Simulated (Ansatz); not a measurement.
AlN:

```
Al N
1.0
     3.31212    0.00000    0.00000
    -1.65606    2.86838    0.00000
     0.00000    0.00000    4.18756
Al N
2 2
Direct
  0.66667 0.33333 0.25000
  0.33333 0.66667 0.75000
  0.66667 0.33333 0.75000
  0.33333 0.66667 0.25000
```

Measurements of this composition are mostly on another form, of space group No. 186.

```yaml
Program: Ansatz 0.2.0
Task: single point
Functional: PBE
Potentials_or_basis: Ansatz PAW
Cutoff: "420 eV (not typed: the program's choice for these potentials)"
k_mesh: 9 × 9 × 7
Occupations: fermi-dirac, width 0.05 eV
Spin: no spin polarisation
```

On this cell: pressure 0.3 GPa; largest force under 0.003 eV/Å; band gap on the k mesh 3.26 eV, direct.

The same run follows on a disturbed copy (atoms moved at random, drawn with an rms of 0.05 Å):

```
Al N
1.0
     3.31212    0.00000    0.00000
    -1.65606    2.86838    0.00000
     0.00000    0.00000    4.18756
Al N
2 2
Direct
  0.66987 0.31980 0.25222
  0.32258 0.67144 0.75454
  0.67347 0.33867 0.74911
  0.33202 0.68020 0.24593
```

Q: What does the disturbed cell give?

A: The energy moves by +23.7 meV/atom; pressure 1.3 GPa; largest force 1.443 eV/Å; band gap on the k mesh 3.25 eV, direct.

Forces in eV/Å, atoms in the order of the input:
```
Al  -0.690  1.267  0.030
Al   0.877  0.085 -0.091
N   -0.778 -0.174 -0.103
N    0.590 -1.179  0.164
```

Stress tensor (GPa, compression positive):
```
-1.78  5.10  0.01
 5.10  5.34  0.08
 0.01  0.08  0.38
```

Caveats: odd divisions of the mesh miss points on the zone boundary, where band edges often lie, so the gap on the mesh can be too wide.

A k mesh can miss the band edges.
